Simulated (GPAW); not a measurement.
# Work function of Mg/Pt(110) at several levels, part 2 of 2

Aim: the work function of both faces of Mg/Pt(110), and its spread over functionals and bases.

GPAW 26.7.0; GPAW, PAW setups; slab in vacuum, relaxation (the session's first sound run).

So far, upper work function (eV): step 2 (relaxation, PBE, GPAW) 3.83; step 4 (self-consistent run: xc = "LDA") 3.95; step 5 (self-consistent run: xc = "vdW-DF2", GPAW, PAW setups, GPAW) 3.99; step 6 (self-consistent run: xc = "RPBE") 3.77; step 7 (OptPBE vdW: xc = "optPBE-vdW", GPAW, PAW setups, GPAW) 3.93.

### 8. Self-consistent run: xc = "revPBE"

The same geometry under revPBE, to see how far the functional moves the levels against the vacuum.

The input, run.py:

```python
import json
import numpy as np
from ase import Atoms
from gpaw import GPAW, PW

slab = Atoms(
    ['Pt', 'Pt', 'Pt', 'Pt', 'Pt', 'Mg'],
    positions=[
        [0.00000, 0.00000, 8.00000],
        [1.96000, 1.38593, 9.38593],
        [0.00000, 0.00000, 10.77186],
        [1.96000, 1.38593, 12.27809],
        [0.00000, -0.00000, 13.60398],
        [0.00000, 1.38593, 15.79005]],
    cell=[[3.92, 0.0, 0.0], [0.0, 2.77186, 0.0], [0.0, 0.0, 24.10078]],
    pbc=[True, True, False])

slab.calc = GPAW(mode=PW(400), xc='revPBE', kpts={'size': (8, 11, 1), 'gamma': True},
                 occupations={'name': 'fermi-dirac', 'width': 0.1}, nbands='200%',
                 convergence={'density': 1e-05}, maxiter=200,
                 poissonsolver={'dipolelayer': 'xy'},
                 symmetry={'tolerance': 1e-3}, txt='slab.txt')
result = {}
energy = slab.get_potential_energy()
fermi = slab.calc.get_fermi_level()
v = slab.calc.get_electrostatic_potential().mean((0, 1)) - fermi
n = slab.calc.get_pseudo_density().mean((0, 1))
L = slab.cell[2, 2]
z = np.arange(len(v)) * L / len(v)
low, high = slab.positions[:, 2].min(), slab.positions[:, 2].max()
below, above = np.interp([low - 5.8, high + 5.8], z, v)
slopes = [np.interp(x, z, np.gradient(v, z)) for x in (low - 5.8, high + 5.8)]
eps = np.array([[slab.calc.get_eigenvalues(k, s) for k in range(len(slab.calc.get_ibz_k_points()))]
                for s in range(slab.calc.get_number_of_spins())]) - fermi
top, bottom = eps[eps < 0].max(), eps[eps > 0].min()
dipole = slab.get_dipole_moment()[2]
print(f'energy {energy:.4f} eV, Fermi level {fermi:.4f} eV, dipole {dipole:.5f} e A')
print(f'potential 5.8 A off the faces, from the Fermi level: lower {below:.4f} eV, upper {above:.4f} eV')
print(f'slope of the potential there: lower {slopes[0]:.5f}, upper {slopes[1]:.5f} eV/A')
print(f'nearest levels on the mesh: {top:.4f} and {bottom:.4f} eV')
print('magnetic moment', round(slab.get_magnetic_moment(), 3))
result.update(energy=energy, fermi=fermi, dipole=dipole, below=below, above=above, slopes=slopes, edges=[top, bottom],
              z=z.tolist(), v=v.tolist(), n=n.tolist(), positions=slab.positions.tolist(),
              forces=slab.get_forces(apply_constraint=False).tolist(), moments=slab.get_magnetic_moments().tolist())
json.dump(result, open('result.json', 'w'))
```

Started as:

```sh
$ OMP_NUM_THREADS=1 OPENBLAS_NUM_THREADS=1 python run.py
```

Output:

```text
energy -29.1816 eV, Fermi level 0.9717 eV, dipole 0.08409 e A
potential 5.8 A off the faces, from the Fermi level: lower 5.1690 eV, upper 3.7695 eV
slope of the potential there: lower -0.00003, upper 0.00039 eV/A
nearest levels on the mesh: -0.0004 and 0.0069 eV
magnetic moment 0.0
```

Elapsed: 8.4 min, on 1 thread of Arm Neoverse V1, shared host; peak memory 0.43 GiB.

Numbers from this step:

* dipole along the normal: 0.08409 e·Å
* levels nearest the Fermi level on the mesh: -3.54e-4, 0.006885 eV from the Fermi level
* upper work function: 3.770 eV
* lower work function: 5.169 eV

The electrostatic potential energy of an electron (without an applied field's), less the Fermi level, planar mean oscillates, so the rows of the table below give means over windows of 1 Å about each position, cut where the curve ends. Its maxima inside the range that stand out by 2 % of the span (Å: eV): 2.0: 5.17, 8.7: -7.82, 10.1: -8.35, 11.5: -6.23, 12.9: -9.20, 14.7: 1.33. Its minima: 8.1: -14.8, 9.4: -15.9, 10.8: -15.8, 12.3: -15.9, 13.6: -15.3, 15.8: -7.67.

The electrostatic potential energy of an electron (without an applied field's), less the Fermi level, planar mean by z; means over each step:

```csv
z (Å),"electrostatic potential energy of an electron (without an applied field's), less the Fermi level, planar mean (eV)"
0,4.91
1,5.17
2,5.17
3,5.17
4,5.17
5,5.15
6,4.93
7,1.33
8,-11.8
9,-11.6
10,-10.9
11,-12.0
12,-11.8
13,-11.5
14,-8.14
15,-0.612
16,-5.47
17,1.29
18,3.41
19,3.73
20,3.76
21,3.77
22,3.77
23,3.77
```

The upper face's work function is 3.770 eV, against 3.827 eV in the first plane-wave PBE run at this geometry.

### 9. Real-space grid: mode = "fd"

A real-space grid is a second complete basis, so it checks the plane-wave result.

run.py: that of step 8 with these lines changed.

```diff
@@ -3,3 +3,3 @@
 from ase import Atoms
-from gpaw import GPAW, PW
+from gpaw import GPAW
 
@@ -17,3 +17,3 @@
 
-slab.calc = GPAW(mode=PW(400), xc='revPBE', kpts={'size': (8, 11, 1), 'gamma': True},
+slab.calc = GPAW(mode='fd', h=0.18, xc='PBE', kpts={'size': (8, 11, 1), 'gamma': True},
                  occupations={'name': 'fermi-dirac', 'width': 0.1}, nbands='200%',
```

Output:

```text
energy -32.1199 eV, Fermi level -4.5704 eV, dipole 0.08920 e A
potential 5.8 A off the faces, from the Fermi level: lower 5.3132 eV, upper 3.8275 eV
slope of the potential there: lower -0.00002, upper 0.00026 eV/A
nearest levels on the mesh: -0.0096 and 0.0001 eV
magnetic moment 0.0
```

Run time: 44 min. Hardware: 1 thread; peak memory 2.4 GiB.

This step gave:

```yaml
dipole_along_the_normal: 0.08920 e·Å
levels_nearest_the_fermi_level_on_the_mesh: -0.009566, 9.55e-5 eV from the Fermi level
upper_work_function: 3.828 eV
lower_work_function: 5.313 eV
```

The upper face's work function is 3.828 eV, against 3.827 eV in the first plane-wave PBE run at this geometry.

### 10. Atomic orbitals: mode = "lcao"

Atom-centred orbitals end a few angstrom from the surface, which tests how much the density's tail matters.

run.py: that of step 9 with these lines changed.

```diff
@@ -17,4 +17,4 @@
 
-slab.calc = GPAW(mode='fd', h=0.18, xc='PBE', kpts={'size': (8, 11, 1), 'gamma': True},
-                 occupations={'name': 'fermi-dirac', 'width': 0.1}, nbands='200%',
+slab.calc = GPAW(mode='lcao', basis='dzp', h=0.18, xc='PBE', kpts={'size': (8, 11, 1), 'gamma': True},
+                 occupations={'name': 'fermi-dirac', 'width': 0.1}, nbands='120%',
                  convergence={'density': 1e-05}, maxiter=200,
```

Output:

```text
energy -29.0596 eV, Fermi level -4.6015 eV, dipole 0.09228 e A
potential 5.8 A off the faces, from the Fermi level: lower 5.3698 eV, upper 3.8331 eV
slope of the potential there: lower -0.00001, upper -0.00000 eV/A
nearest levels on the mesh: -0.0051 and 0.0089 eV
magnetic moment 0.0
```

Elapsed: 32 min, on 1 thread; peak memory 0.53 GiB.

Numbers from this step:

```
dipole along the normal                    : 0.09228 e·Å
levels nearest the Fermi level on the mesh : -0.005066, 0.008938 eV from the Fermi level
upper work function                        : 3.833 eV
lower work function                        : 5.370 eV
```

The upper face's work function is 3.833 eV, against 3.827 eV in the first plane-wave PBE run at this geometry.

### 11. The ladder

Times are for 1 thread of Arm Neoverse V1, shared host. Results by setting:

```csv
no.,run,upper work function (eV),lower work function (eV),time,memory (GiB)
1,pw,3.827,5.314,8.6 min,0.43
2,LDA,3.946,5.690,8.2 min,0.43
3,vdW DF2,3.991,5.677,8.7 min,0.59
4,RPBE,3.769,5.153,8.4 min,0.43
5,optPBE vdW,3.933,5.503,8.4 min,0.59
6,revPBE,3.770,5.169,8.4 min,0.43
7,fd,3.828,5.313,44 min,2.4
8,lcao,3.833,5.370,32 min,0.53
```

### 12. Side by side

Results and costs are gathered.

This step: comparison of work functions, dipole and cost (GPAW 26.7.0).

Ladder, by row:

```csv
step,code,"work function, upper (eV)","work function, lower (eV)",dipole (e Å),wall time (s),peak memory (GiB),threads
pw,GPAW,3.827,5.314,0.08931,513.3,0.43,1
LDA,GPAW,3.946,5.69,0.1048,490,0.43,1
vdW-DF2,GPAW,3.991,5.677,0.1013,522.9,0.59,1
RPBE,GPAW,3.769,5.153,0.08317,503.4,0.43,1
optPBE-vdW,GPAW,3.933,5.503,0.09431,506.9,0.59,1
revPBE,GPAW,3.77,5.169,0.08409,501.3,0.43,1
fd,GPAW,3.828,5.313,0.0892,2654,2.39,1
lcao,GPAW,3.833,5.37,0.09228,1947,0.53,1
```

### 13. Summary of results

```
work function, upper and lower face : 3.827 and 5.314 eV
dipole along the normal             : 0.0893 e Å
```

**Reading.** With plane waves and PBE the work function is 3.83 eV on the upper face and 5.31 eV on the lower. The two faces differ by 1.5 eV, the step that the slab's dipole makes (e p/(ε0 A) gives 1.5 eV), so the dipole layer is needed. Over the sound runs of the table the upper face's work function spans 3.769 (RPBE) to 3.991 eV (vdW-DF2). The cell of 10.9 Å² holds one Mg, started on one chosen site; other sites and coverages weren't tried. The in-plane lattice was kept as typed, which isn't the functional's own and leaves some strain; spin-orbit coupling and temperature are left out.

[Logs are printed without paths, hosts, clocks, repeated set-up lines and the standing remarks that a program may print on its own settings, such as how far it seeks lower states.]

[Hosts, paths, dates, database ids (printed as entryN), source tags and the programs' standing remarks are cut or masked in the printed files.]
